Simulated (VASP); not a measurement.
# Si (P-1) in VASP: convergence with empty bands

Aim: find how far empty bands must go before the results for Si settle, at PBE. This setting moves, with any that are tied to it; all else stays.

All numbers are computed with VASP 6.6.1; they aren't measurements. Logs are shortened: lines on timing, memory, paths and dates and some standing lists are left out, and cuts for length are marked.

## 1. The cell of the first run

The typed cell holds 1 atom: a = 2.632 Å, b = 2.553 Å, c = 2.474 Å, α = 89.58°, β = 88.33°, γ = 118.02°.

This isn't the form of Si at room conditions, which is diamond.

The cell isn't the ideal one: cell strained at random at fixed volume.

## 2. With empty bands 1

The input, INCAR:

```
SYSTEM = Si
PREC = Accurate
ENCUT = 520
EDIFF = 1E-7
ISMEAR = 0
SIGMA = 0.02
LREAL = .FALSE.
LASPH = .TRUE.
NELM = 80
ALGO = Normal
ISIF = 2
LWAVE = .FALSE.
LCHARG = .FALSE.
GGA = PE
NBANDS = 3
```

The input, KPOINTS:

```
Automatic mesh
0
G
  9 9 8
  0 0 0
```

The input, POSCAR:

```
Si
1.0
    2.6311460000      0.0674690000      0.0379240000
   -1.2571430000      2.2222470000      0.0092250000
    0.0356930000      0.0306330000      2.4736050000
Si
1
Direct
    0.0129010000      0.0063070000     -0.0060710000
```

Potentials or basis: VASP PAW PBE potentials, release 64 (Si).

The run is started by

```console
$ cat potpaw_PBE.64/Si/POTCAR > POTCAR
$ mpirun -np 1 vasp_std > vasp.out
```

OUTCAR:

```text
SYSTEM = Si
   PREC = Accurate
   ENCUT = 520
   EDIFF = 1E-7
   ISMEAR = 0
   LREAL = .FALSE.
   LASPH = .TRUE.
   NELM = 80
   ISIF = 2
   GGA = PE

 Found    325 irreducible k-points:

 Following reciprocal coordinates:
            Coordinates               Weight
  0.000000  0.000000  0.000000      1.000000
  0.111111  0.000000  0.000000      2.000000
  0.222222  0.000000  0.000000      2.000000
  0.333333 -0.000000  0.000000      2.000000
  0.444444  0.000000  0.000000      2.000000
 -0.000000  0.111111  0.000000      2.000000
   k-points           NKPTS =    325   k-points in BZ     NKDIM =    325   number of bands    NBANDS=      3
   number of dos      NEDOS =    301   number of ions     NIONS =      1
   total plane-waves  NPLWV =   7200
   dimension x,y,z NGX =    20 NGY =   20 NGZ =   18
   dimension x,y,z NGXF=    40 NGYF=   40 NGZF=   36
   ions per type =               1
   NGX,Y,Z   is equivalent  to a cutoff of  12.63, 13.02, 12.10 a.u.
   NGXF,Y,Z  is equivalent  to a cutoff of  25.26, 26.05, 24.19 a.u.
 SYSTEM =  Si
   PREC   = accura    normal or accurate (medium, high low for compatibility)
   ISTART =      0    job   : 0-new  1-cont  2-samecut
   ICHARG =      2    charge: 1-file 2-atom 10-const
   ISPIN  =      1    spin polarized calculation?
   LNONCOLLINEAR =      F non collinear calculations
   LSORBIT =      F    spin-orbit coupling
   LASPH  =      T    aspherical Exc in radial PAW
   ENCUT  =  520.0 eV  38.22 Ry    6.18 a.u.   4.89  4.75  4.60*2*pi/ulx,y,z
   NELM   =     80;   NELMIN=  2; NELMDL= -5     # of ELM steps
   EDIFF  = 0.1E-06   stopping-criterion for ELM
   LREAL  =      F    real-space projection
   EDIFFG = 0.1E-05   stopping-criterion for IOM
   NSW    =      0    number of steps for IOM
   IBRION =     -1    ionic relax: 0-MD 1-quasi-New 2-CG
   NFREE  =      0    steps in history (QN), initial steepest desc. (CG)
   ISIF   =      2    stress and relaxation
   ISYM   =      2    0-nonsym 1-usesym 2-fastsym
   POTIM  = 0.5000    time-step for ionic-motion
   TEBEG  =    0.0;   TEEND  =   0.0 temperature during run
   PSTRESS=    0.0 pullay stress
   NELECT =       4.0000    total number of electrons
   NUPDOWN=      -1.0000    fix difference up-down
   EMIN   =  10.00;   EMAX   =-10.00  energy-range for DOS
   EFERMI =   0.00;   METHOD = LEGACY
   ISMEAR =     0;   SIGMA  =   0.02  broadening in eV -4-tet -1-fermi 0-gaus
   EFERMI_NEDOS =   21; number of points for ismear=-14 and -15
   IALGO  =     38    algorithm
   IMIX   =      4    mixing-type and parameters
     AMIX     =   0.40;   BMIX     =  1.00
     AMIX_MAG =   1.60;   BMIX_MAG =  1.00
  volume/ion in A,a.u.               =      14.67        98.98
  Fermi-wavevector in a.u.,A,eV,Ry     =   1.061627  2.006184 15.334471  1.127052
  Thomas-Fermi vector in A             =   2.197050
   LORBIT       =      0    0 simple, 1 ext, 2 COOP (PROOUT), +10 PAW based schemes
   GGA     = PE    functional components
   LHFCALC =     F    Hartree Fock is set to
   AEXX    =    0.0000 exact exchange contribution
   IVDW    =     0    specifies the selected vdW correction
   LEPSILON=     F    determine dielectric tensor
   LRPA    =     F    only Hartree local field effects (RPA)
 non-spin polarized calculation
 Gauss-broadening in eV      SIGMA  =   0.02
  energy-cutoff  :      520.00
  volume of cell :       14.67
 maximum number of plane-waves:       404
   NGX =  9   NGY =  9   NGZ =  9

 number of electron       4.0000000 magnetization

 Free energy of the ion-electron system (eV)
  ---------------------------------------------------
  ext. energy  EPLUGINS =         0.00000000
  ---------------------------------------------------
  free energy    TOTEN  =        -5.08212564 eV

  energy without entropy =       -5.08195950  energy(sigma->0) =       -5.08204257

 E-fermi :   9.6760     XC(G=0): -11.0705

 val. band max:        9.6701142001   @ k =   0.3333  -0.1111   0.1250
 cond. band min:       9.6780834301   @ k =   0.4444   0.3333   0.3750
 fundamental gap:      0.0079692299
 Fermi energy:         9.6760132571

 k-point     1 :       0.0000    0.0000    0.0000
  band No.  band energies     occupation
      1      -4.4539      2.00000
      2      17.1519      0.00000
      3      17.5702      0.00000

 k-point     2 :       0.1111    0.0000    0.0000
  band No.  band energies     occupation
      1      -4.1235      2.00000
      2      15.1554      0.00000
      3      17.7926      0.00000

 k-point     3 :       0.2222    0.0000    0.0000
  band No.  band energies     occupation
      1      -3.1365      2.00000
      2      11.0786      0.00000
      3      17.5740      0.00000

 k-point     4 :       0.3333   -0.0000    0.0000
  band No.  band energies     occupation
      1      -1.5089      2.00000
      2       7.1665      2.00000
      3      16.5727      0.00000

 k-point     5 :       0.4444    0.0000    0.0000
  band No.  band energies     occupation
      1       0.6943      2.00000
      2       3.7916      2.00000
      3      16.0288      0.00000

 k-point     6 :      -0.0000    0.1111    0.0000
  band No.  band energies     occupation
      1      -4.1021      2.00000
      2      15.7953      0.00000
      3      17.8666      0.00000

 [... further k-points ...]
[... 5 lines left out ...]
  --------------------------------------------------------------------------------------
  -------------------------------------------------------------------------------------
  Total        0.4604225      0.2004044      0.1542395     -0.0310546     -0.0894267     -0.0723675
  in kB       50.2919475     21.8901719     16.8475756     -3.3920887     -9.7680734     -7.9047068
  external PRESSURE =      29.6765650 kB  Pullay stress =       0.0000000 kB

 VOLUME and BASIS-vectors are now :
 -----------------------------------------------------------------------------
  energy-cutoff  :      520.00
  volume of cell :       14.67
      direct lattice vectors                 reciprocal lattice vectors
     2.631146000  0.067469000  0.037924000     0.374741409  0.212027576 -0.008033088
    -1.257143000  2.222247000  0.009225000    -0.011298799  0.443625290 -0.005330797
     0.035693000  0.030633000  2.473605000    -0.005703199 -0.004905139  0.404411304

 POSITION                                       TOTAL-FORCE (eV/Angst)
 -----------------------------------------------------------------------------------
      0.06149      0.04533      2.45914        -0.000000      0.000000      0.000000
 -----------------------------------------------------------------------------------
    total drift:                               -0.000000     -0.000001      0.000001

  FREE ENERGIE OF THE ION-ELECTRON SYSTEM (eV)
  ---------------------------------------------------
  free  energy   TOTEN  =        -5.0821256361 eV

  energy  without entropy=       -5.0819595032  energy(sigma->0) =       -5.08204257
```

stdout:

```text
POSCAR found type information on POSCAR Si
 POSCAR found :  1 types and       1 ions
 scaLAPACK will be used
 LDA part: xc-table for (Slater+PW92), standard interpolation
 POSCAR, INCAR and KPOINTS ok, starting setup
 FFT: planning ... GRIDC
[... 16 lines left out ...]
|     the parameter NBANDS in file INCAR to ensure that the highest band      |
|     is unoccupied at all k-points. It is always recommended to include      |
|     a few unoccupied bands to accelerate the convergence of                 |
|     molecular-dynamics runs (even for insulators or semiconductors),        |
|     since the presence of unoccupied bands improves wavefunction            |
|     prediction and helps to suppress 'band-crossings'.                      |
|                                                                             |
 -----------------------------------------------------------------------------
```

It took 5.6 s on 1 thread of Intel Xeon Platinum 8488C (Sapphire Rapids), shared host; peak memory 0.13 GiB.

What came out:

| Property | Result |
| --- | --- |
| Free energy | -5.0821 eV |
| Pressure | 3.0 GPa |

## 3. With empty bands 2

INCAR: that of step 2 with these lines changed.

```diff
@@ -14,2 +14,2 @@
 GGA = PE
-NBANDS = 3
+NBANDS = 4
```

KPOINTS is that of step 2.

POSCAR is that of step 2.

Potentials or basis: VASP PAW PBE potentials, release 64 (Si).

The run is started by

```console
$ cat potpaw_PBE.64/Si/POTCAR > POTCAR
$ mpirun -np 1 vasp_std > vasp.out
```

It took 6.9 s on 1 thread of Intel Xeon Platinum 8488C (Sapphire Rapids), shared host; peak memory 0.13 GiB.

What came out:

```
Free energy            : -5.0821 eV
Pressure               : 3.0 GPa
Band gap on the k mesh : none (metal or under the smearing width)
```

## 4. With empty bands 3

INCAR: that of step 3 with these lines changed.

```diff
@@ -14,2 +14,2 @@
 GGA = PE
-NBANDS = 4
+NBANDS = 5
```

KPOINTS is that of step 3.

POSCAR is that of step 3.

The run is started by

```console
$ cat potpaw_PBE.64/Si/POTCAR > POTCAR
$ mpirun -np 1 vasp_std > vasp.out
```

It took 8.5 s on 1 thread of Intel Xeon Platinum 8488C (Sapphire Rapids), shared host; peak memory 0.13 GiB.

Results:

```yaml
Free_energy: -5.0821 eV
Pressure: 3.0 GPa
Band_gap_on_the_k_mesh: none (metal or under the smearing width)
```

## 5. With empty bands 4

INCAR: that of step 4 with these lines changed.

```diff
@@ -14,2 +14,2 @@
 GGA = PE
-NBANDS = 5
+NBANDS = 6
```

KPOINTS is that of step 4.

POSCAR is that of step 4.

The run is started by

```console
$ cat potpaw_PBE.64/Si/POTCAR > POTCAR
$ mpirun -np 1 vasp_std > vasp.out
```

Wall time 10 s (1 thread of Intel Xeon Platinum 8488C (Sapphire Rapids), shared host); peak memory 0.13 GiB.

What came out:

- Free energy: -5.0821 eV
- Pressure: 3.0 GPa
- Band gap on the k mesh: none (metal or under the smearing width)

## 6. With empty bands 6

INCAR: that of step 5 with these lines changed.

```diff
@@ -14,2 +14,2 @@
 GGA = PE
-NBANDS = 6
+NBANDS = 8
```

KPOINTS is that of step 5.

POSCAR is that of step 5.

Potentials or basis: VASP PAW PBE potentials, release 64 (Si).

The run is started by

```console
$ cat potpaw_PBE.64/Si/POTCAR > POTCAR
$ mpirun -np 1 vasp_std > vasp.out
```

It took 14 s on 1 thread of Intel Xeon Platinum 8488C (Sapphire Rapids), shared host; peak memory 0.13 GiB.

What came out:

```yaml
Free_energy: -5.0821 eV
Pressure: 3.0 GPa
Band_gap_on_the_k_mesh: none (metal or under the smearing width)
```

## 7. With empty bands 10

INCAR: that of step 6 with these lines changed.

```diff
@@ -14,2 +14,2 @@
 GGA = PE
-NBANDS = 8
+NBANDS = 12
```

KPOINTS is that of step 6.

POSCAR is that of step 6.

The run is started by

```console
$ cat potpaw_PBE.64/Si/POTCAR > POTCAR
$ mpirun -np 1 vasp_std > vasp.out
```

Run time: 20 s. Hardware: 1 thread of Intel Xeon Platinum 8488C (Sapphire Rapids), shared host; peak memory 0.15 GiB.

What came out:

| Quantity | Value |
| --- | --- |
| Free energy | -5.0821 eV |
| Pressure | 3.0 GPa |
| Band gap on the k mesh | none (metal or under the smearing width) |

## 8. With empty bands 16

INCAR: that of step 7 with these lines changed.

```diff
@@ -14,2 +14,2 @@
 GGA = PE
-NBANDS = 12
+NBANDS = 18
```

KPOINTS is that of step 7.

POSCAR is that of step 7.

The run is started by

```console
$ cat potpaw_PBE.64/Si/POTCAR > POTCAR
$ mpirun -np 1 vasp_std > vasp.out
```

Run time: 30 s. Hardware: 1 thread of Intel Xeon Platinum 8488C (Sapphire Rapids), shared host; peak memory 0.16 GiB.

Results (log left out):

* Free energy: -5.0821 eV
* Pressure: 3.0 GPa
* Band gap on the k mesh: none (metal or under the smearing width)

## 9. Result

| empty bands | energy less the tightest run, at zero smearing (meV/atom) | SCF cycles | CPU time (s) | peak memory (GiB) |
| --- | --- | --- | --- | --- |
| 1 | 0.00 | 11 | 5 | 0.13 |
| 2 | 0.00 | 11 | 6.2 | 0.13 |
| 3 | 0.00 | 11 | 7.8 | 0.13 |
| 4 | 0.00 | 11 | 9.6 | 0.13 |
| 6 | 0.00 | 11 | 14 | 0.13 |
| 10 | 0.00 | 11 | 20 | 0.15 |
| 16 | 0.00 | 11 | 30 | 0.16 |

Against the tightest run, the energy stays within 1 meV/atom from 1 on. The tightest run that finished is the yardstick and may itself not be fully converged.
